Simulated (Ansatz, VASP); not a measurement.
# BiN in two plane-wave programs, part 2 of 3

Wanted: the spread between two codes on one cell, functional and k mesh. The cell is generated by rule, not measured, and may not be a known phase. The cell is taken from a series of runs on this material, whose earlier steps may have relaxed, scaled, displaced or heated it; both programs get it as it stands.

VASP 6.6.1 and Ansatz 0.2.0.

So far: Starting point; Ansatz: zone-centre phonons, PBEsol.

### Step 3. VASP: zone-centre phonons, PBEsol

Level of this step: PBEsol; plane waves and PAW (Bi_d, N); invented cell (VASP).

The same cell, functional, mesh and smearing now go to VASP, with its own data sets.

Lines of VASP's logs that name or quote its potential files are left out, and so is its time.

File INCAR:

```
SYSTEM = BiN
PREC = Accurate
ENCUT = 600
EDIFF = 1E-08
NELM = 120
ISMEAR = 1
SIGMA = 0.15
LREAL = .FALSE.
ALGO = Normal
GGA = PS
NBANDS = 26
LORBIT = 11
LWAVE = .FALSE.
LCHARG = .FALSE.
ISIF = 2
IBRION = 8
LASPH = .TRUE.
GGA_COMPAT = .FALSE.
KPAR = 2
```

File POSCAR:

```
BiN
1.0
    3.6007647177      0.0000000000      0.0836679109
    0.0000000000      3.3632139636      0.0000000000
   -0.2631543475      0.0000000000      6.7211438992
Bi N
2 2
Direct
    0.9356697433      0.0000000000      0.7508468057
    0.0643302567      0.0000000000      0.2491531943
    0.6797623102      0.5000000000      0.2522589743
    0.3202376898      0.5000000000      0.7477410257
```

File KPOINTS:

```
Automatic mesh
0
Gamma
10 12 6
0 0 0
```

The projector-augmented-wave data sets are Bi_d and N (PBE family, release 64).

Launch:

```sh
$ mpirun -np 2 vasp_std
```

The log of the run:

```text
[banner, memory and clock lines left out]
running    2 mpi-ranks, on    1 nodes
 distrk:  each k-point on    1 cores,    2 groups
 distr:  one band on    1 cores,    1 groups

 POSCAR found type information on POSCAR BiN
 POSCAR found :  2 types and       4 ions
|                                                                             |
|               ----> ADVICE to this user running VASP <----                  |
|                                                                             |
|     You enforced a specific xc type in the INCAR file but a different       |
|     [... a line on the potential file left out ...]
|     I HOPE YOU KNOW WHAT YOU ARE DOING!                                     |
|                                                                             |

 LDA part: xc-table for (Slater+PW92), standard interpolation
 POSCAR, INCAR and KPOINTS ok, starting setup
 FFT: planning ... GRIDC
 FFT: planning ... GRID_SOFT
 FFT: planning ... GRID
 WAVECAR not read
 entering main loop
       N       E                     dE             d eps       ncg     rms          rms(c)
DAV:   1     0.455360708611E+03    0.45536E+03   -0.22846E+04 11650   0.203E+03
DAV:   2     0.318871171104E+02   -0.42347E+03   -0.41432E+03 12126   0.512E+02
DAV:   3    -0.231233642928E+02   -0.55010E+02   -0.53380E+02 14708   0.186E+02
DAV:   4    -0.258484145752E+02   -0.27251E+01   -0.26782E+01 13540   0.419E+01
DAV:   5    -0.259477952513E+02   -0.99381E-01   -0.99225E-01 16532   0.809E+00    0.120E+01
DAV:   6    -0.224445157937E+02    0.35033E+01   -0.45287E+01 16008   0.366E+01    0.719E+00
DAV:   7    -0.215521262522E+02    0.89239E+00   -0.55040E+00 13762   0.127E+01    0.277E+00
DAV:   8    -0.215423276154E+02    0.97986E-02   -0.57795E-01 12922   0.416E+00    0.997E-01
DAV:   9    -0.215301833598E+02    0.12144E-01   -0.45605E-02 14478   0.151E+00    0.324E-01
DAV:  10    -0.215310187239E+02   -0.83536E-03   -0.49636E-03 14170   0.571E-01    0.278E-01
DAV:  11    -0.215301374148E+02    0.88131E-03   -0.33737E-03 14682   0.356E-01    0.300E-02
DAV:  12    -0.215301695937E+02   -0.32179E-04   -0.27067E-04 12494   0.124E-01    0.149E-02
DAV:  13    -0.215301674534E+02    0.21403E-05   -0.25313E-05 17636   0.298E-02    0.327E-03
DAV:  14    -0.215301680395E+02   -0.58616E-06   -0.17975E-06 12760   0.818E-03    0.448E-03
DAV:  15    -0.215301677579E+02    0.28167E-06   -0.43389E-07 11448   0.389E-03    0.619E-04
DAV:  16    -0.215301677203E+02    0.37609E-07   -0.36888E-08 11082   0.164E-03    0.339E-04
DAV:  17    -0.215301677156E+02    0.46884E-08   -0.40630E-09  6636   0.530E-04
   1 F= -.21530168E+02 E0= -.21530466E+02  d E =0.894541E-03
 Linear response reoptimize wavefunctions to high precision
DAV:   1    -0.215301677020E+02    0.13619E-07   -0.17746E-09  6740   0.366E-04
DAV:   2    -0.215301677020E+02   -0.59117E-10   -0.52806E-10  6296   0.239E-04
 Linear response DOF=           6
 Linear response progress:
  Degree of freedom:   1/  6
       N       E                     dE             d eps       ncg     rms          rms(c)
RMM:   1    -0.321039979132E+00   -0.32104E+00    0.58064E-01 15377   0.967E+00
RMM:   2    -0.327956965051E+00   -0.69170E-02   -0.25317E-02 19598   0.125E+00    0.105E-01
RMM:   3    -0.327742533086E+00    0.21443E-03   -0.26340E-03 21012   0.380E-01    0.115E-01
RMM:   4    -0.327382482754E+00    0.36005E-03    0.65022E-05 21617   0.135E-01    0.429E-02
RMM:   5    -0.327099122544E+00    0.28336E-03    0.73446E-05 18746   0.641E-02    0.199E-02
RMM:   6    -0.326901695565E+00    0.19743E-03   -0.99692E-05 21248   0.373E-02    0.532E-03
RMM:   7    -0.326904385544E+00   -0.26900E-05    0.53948E-05 20391   0.134E-02    0.200E-03
RMM:   8    -0.326916965371E+00   -0.12580E-04    0.34759E-05 22303   0.594E-03    0.520E-04
RMM:   9    -0.326921242520E+00   -0.42771E-05    0.38806E-06 21882   0.233E-03    0.289E-04
RMM:  10    -0.326925852256E+00   -0.46097E-05    0.15829E-06 20563   0.110E-03    0.570E-05
RMM:  11    -0.326925766980E+00    0.85276E-07    0.10608E-06 23366   0.564E-04    0.398E-05
RMM:  12    -0.326926219069E+00   -0.45209E-06    0.53216E-07 21885   0.288E-04    0.141E-05
RMM:  13    -0.326926561739E+00   -0.34267E-06    0.32714E-07 23547   0.178E-04    0.403E-06
RMM:  14    -0.326926605325E+00   -0.43586E-07    0.19405E-07 22969   0.125E-04    0.211E-06
RMM:  15    -0.326926667833E+00   -0.62508E-07    0.86004E-08 22701   0.102E-04    0.898E-07
RMM:  16    -0.326926669242E+00   -0.14096E-08    0.31024E-08 24476   0.903E-05    0.548E-07
 first order change of Fermi-energy   0.61271E-01
 force on displaced ion       1 direction 1 :  -6.832   0.000  -0.080
 Linear response progress:
  Degree of freedom:   2/  6
       N       E                     dE             d eps       ncg     rms          rms(c)
RMM:   1    -0.317788995623E+00   -0.31779E+00    0.34475E-01 25145   0.869E+00
RMM:   2    -0.324348874348E+00   -0.65599E-02   -0.24668E-02 32072   0.120E+00    0.730E-02
RMM:   3    -0.324171621245E+00    0.17725E-03   -0.21597E-03 35013   0.335E-01    0.399E-02
RMM:   4    -0.323750732392E+00    0.42089E-03   -0.21931E-04 34946   0.108E-01    0.182E-02
RMM:   5    -0.323729873154E+00    0.20859E-04   -0.23899E-05 35730   0.370E-02    0.684E-03
RMM:   6    -0.323744714342E+00   -0.14841E-04   -0.43587E-06 36105   0.142E-02    0.257E-03
[...]
RMM:  11    -0.323760707098E+00   -0.30013E-06   -0.22062E-08 37018   0.357E-04    0.572E-06
RMM:  12    -0.323760713523E+00   -0.64255E-08   -0.32692E-08 38928   0.217E-04    0.327E-06
 first order change of Fermi-energy   0.97791E-04
 force on displaced ion       1 direction 2 :  -0.020  -6.237  -0.006
 Linear response progress:
  Degree of freedom:   3/  6
       N       E                     dE             d eps       ncg     rms          rms(c)
RMM:   1    -0.351121563844E+00   -0.35112E+00    0.60673E-01 15412   0.986E+00
RMM:   2    -0.361564429447E+00   -0.10443E-01   -0.27782E-02 19885   0.108E+00    0.615E-02
RMM:   3    -0.361862200549E+00   -0.29777E-03   -0.21664E-03 22067   0.313E-01    0.335E-02
RMM:   4    -0.361880138203E+00   -0.17938E-04   -0.17683E-04 21975   0.972E-02    0.987E-03
RMM:   5    -0.361869932053E+00    0.10206E-04   -0.29748E-05 22817   0.333E-02    0.898E-03
RMM:   6    -0.361859895233E+00    0.10037E-04   -0.88731E-06 22666   0.136E-02    0.310E-03
RMM:   7    -0.361858607445E+00    0.12878E-05   -0.22599E-06 21157   0.650E-03    0.985E-04
RMM:   8    -0.361866061848E+00   -0.74544E-05   -0.80970E-07 22819   0.275E-03    0.599E-04
RMM:   9    -0.361877092958E+00   -0.11031E-04   -0.69452E-08 22559   0.137E-03    0.143E-04
RMM:  10    -0.361878254895E+00   -0.11619E-05   -0.12099E-07 22307   0.699E-04    0.582E-05
RMM:  11    -0.361878952074E+00   -0.69718E-06   -0.34035E-08 23839   0.371E-04    0.172E-05
RMM:  12    -0.361878771446E+00    0.18063E-06    0.10249E-07 23965   0.223E-04    0.730E-06
RMM:  13    -0.361878689568E+00    0.81878E-07    0.54684E-08 22520   0.168E-04    0.187E-06
RMM:  14    -0.361878688589E+00    0.97903E-09   -0.11060E-08 24414   0.136E-04    0.132E-06
 first order change of Fermi-energy  -0.56438E-01
 force on displaced ion       1 direction 3 :  -0.052   0.000  -1.292
 Linear response progress:
  Degree of freedom:   4/  6
       N       E                     dE             d eps       ncg     rms          rms(c)
RMM:   1    -0.236226622198E+00   -0.23623E+00    0.60663E-02 21827   0.253E+00
RMM:   2    -0.225845505510E+00    0.10381E-01   -0.94458E-03 18349   0.633E-01    0.134E-01
RMM:   3    -0.226733108546E+00   -0.88760E-03   -0.17572E-03 20425   0.244E-01    0.141E-01
RMM:   4    -0.226573185801E+00    0.15992E-03   -0.48834E-04 19323   0.106E-01    0.576E-02
RMM:   5    -0.226928487606E+00   -0.35530E-03   -0.16751E-04 19558   0.623E-02    0.261E-02
RMM:   6    -0.227174891850E+00   -0.24640E-03   -0.91535E-05 21196   0.352E-02    0.858E-03
RMM:   7    -0.227135913060E+00    0.38979E-04   -0.24074E-05 20170   0.145E-02    0.195E-03
RMM:   8    -0.227137537275E+00   -0.16242E-05   -0.30491E-06 21837   0.503E-03    0.879E-04
RMM:   9    -0.227135449474E+00    0.20878E-05    0.15312E-06 19951   0.211E-03    0.149E-04
RMM:  10    -0.227136623154E+00   -0.11737E-05   -0.37233E-07 23140   0.757E-04    0.734E-05
RMM:  11    -0.227136479378E+00    0.14378E-06    0.19040E-07 22065   0.304E-04    0.177E-05
RMM:  12    -0.227136570577E+00   -0.91199E-07    0.16729E-07 22488   0.150E-04    0.785E-06
RMM:  13    -0.227136558524E+00    0.12053E-07   -0.98450E-08 22580   0.886E-05    0.203E-06
RMM:  14    -0.227136553231E+00    0.52933E-08   -0.51143E-08 23526   0.631E-05    0.648E-07
 first order change of Fermi-energy   0.22760E+00
 force on displaced ion       3 direction 1 :  -7.280   0.000  -0.120
 Linear response progress:
  Degree of freedom:   5/  6
       N       E                     dE             d eps       ncg     rms          rms(c)
RMM:   1    -0.236474607839E+00   -0.23647E+00    0.82618E-02 36130   0.255E+00
RMM:   2    -0.226202434583E+00    0.10272E-01   -0.72463E-03 29302   0.676E-01    0.111E-01
RMM:   3    -0.227171667078E+00   -0.96923E-03   -0.13913E-03 33853   0.218E-01    0.615E-02
RMM:   4    -0.227958178208E+00   -0.78651E-03   -0.21449E-04 33752   0.959E-02    0.209E-02
RMM:   5    -0.227983986688E+00   -0.25808E-04   -0.20742E-05 35424   0.296E-02    0.109E-02
RMM:   6    -0.228008291723E+00   -0.24305E-04   -0.30262E-06 35007   0.135E-02    0.249E-03
RMM:   7    -0.227974863536E+00    0.33428E-04   -0.72442E-07 35213   0.574E-03    0.946E-04
RMM:   8    -0.227979683108E+00   -0.48196E-05   -0.12132E-07 34446   0.207E-03    0.215E-04
RMM:   9    -0.227976742571E+00    0.29405E-05   -0.15298E-07 37527   0.884E-04    0.632E-05
RMM:  10    -0.227976501773E+00    0.24080E-06   -0.13284E-08 37078   0.302E-04    0.286E-05
RMM:  11    -0.227976433931E+00    0.67841E-07   -0.10534E-07 37283   0.150E-04    0.676E-06
RMM:  12    -0.227976348819E+00    0.85112E-07   -0.92757E-08 37185   0.890E-05    0.240E-06
RMM:  13    -0.227976378396E+00   -0.29577E-07   -0.88830E-08 37092   0.681E-05    0.787E-07
RMM:  14    -0.227976376123E+00    0.22736E-08   -0.90375E-08 32452   0.591E-05    0.239E-07
 first order change of Fermi-energy   0.37434E-03
 force on displaced ion       3 direction 2 :   0.011  -6.932   0.005
 Linear response progress:
  Degree of freedom:   6/  6
       N       E                     dE             d eps       ncg     rms          rms(c)
RMM:   1    -0.239772016691E+00   -0.23977E+00    0.87785E-02 19464   0.210E+00
RMM:   2    -0.235951680101E+00    0.38203E-02   -0.11323E-02 19082   0.573E-01    0.829E-02
RMM:   3    -0.236780555576E+00   -0.82888E-03   -0.11818E-03 20799   0.194E-01    0.440E-02
RMM:   4    -0.237365463896E+00   -0.58491E-03   -0.24670E-04 20583   0.854E-02    0.473E-02
RMM:   5    -0.237462372869E+00   -0.96909E-04   -0.50981E-05 21407   0.425E-02    0.107E-02
RMM:   6    -0.237465267499E+00   -0.28946E-05   -0.65266E-06 21130   0.174E-02    0.334E-03
RMM:   7    -0.237465331897E+00   -0.64398E-07   -0.10446E-06 22078   0.669E-03    0.162E-03
RMM:   8    -0.237461058628E+00    0.42733E-05   -0.17559E-07 21542   0.260E-03    0.710E-04
RMM:   9    -0.237455571734E+00    0.54869E-05   -0.76372E-08 21545   0.112E-03    0.213E-04
RMM:  10    -0.237455561964E+00    0.97702E-08   -0.22995E-07 20940   0.494E-04    0.394E-05
RMM:  11    -0.237455354017E+00    0.20795E-06    0.10860E-07 22139   0.209E-04    0.164E-05
RMM:  12    -0.237455338909E+00    0.15108E-07    0.45996E-08 22111   0.113E-04    0.479E-06
RMM:  13    -0.237455300243E+00    0.38667E-07   -0.59519E-08 23442   0.702E-05    0.135E-06
RMM:  14    -0.237455307470E+00   -0.72274E-08   -0.77347E-08 23071   0.555E-05    0.578E-07
 first order change of Fermi-energy  -0.36115E-01
 force on displaced ion       3 direction 3 :  -0.136   0.000  -0.477
 Linear response finished
```

(Part 2 of 3 ends here.)

[Lines on the potential files, build, host, timing and source positions are cut from VASP's logs without a mark.]

[Logs are printed without paths, hosts, clocks, repeated set-up lines and the standing remarks that a program may print on its own settings, such as how far it seeks lower states.]

[Hosts, paths, dates, database ids (printed as entryN), source tags and the programs' standing remarks are cut or masked in the printed files.]
